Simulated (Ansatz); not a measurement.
H:

```xyz
2
Lattice="-1.6915 1.6915 2.0585 1.6915 -1.6915 2.0585 1.6915 1.6915 -2.0585" Properties=species:S:1:pos:R:3 pbc="T T T"
H     0.0000    0.0000    0.3711
H     0.0000    0.0000    3.7459
```

```yaml
Program: Ansatz 0.2.0
Task: single point
Functional: PBE
Potentials_or_basis: Ansatz PAW
Cutoff: "420 eV (not typed: the program's choice for these potentials)"
k_mesh: 11 × 11 × 11
Occupations: fermi-dirac, width 0.05 eV
Spin: no spin polarisation
```

On this cell: pressure 0.9 GPa; largest force 0.276 eV/Å; band gap on the k mesh 9.05 eV, indirect (least direct gap 9.84 eV).

The same run follows on a disturbed copy (atoms moved at random, drawn with an rms of 0.05 Å):

```
H
1.0
    -1.69153    1.69153    2.05847
     1.69153   -1.69153    2.05847
     1.69153    1.69153   -2.05847
H
2
Cartesian
  0.0147 -0.0166 0.3577
  0.0944 0.0250 3.7356
```

Q: What does the disturbed cell give?

A: The energy moves by -0.2 meV/atom; pressure 0.7 GPa; largest force 0.192 eV/Å; band gap on the k mesh 8.82 eV, indirect (least direct gap 9.57 eV).

Forces on the atoms (eV/Å):
```
H   -0.016 -0.008  0.191
H    0.016  0.008 -0.191
```

Stress tensor (GPa, compression positive):
```
 0.38  0.01 -0.09
 0.01  0.38 -0.04
-0.09 -0.04  1.39
```

Caveats: odd divisions of the mesh miss points on the zone boundary, where band edges often lie, so the gap on the mesh can be too wide.

A k mesh can miss the band edges.
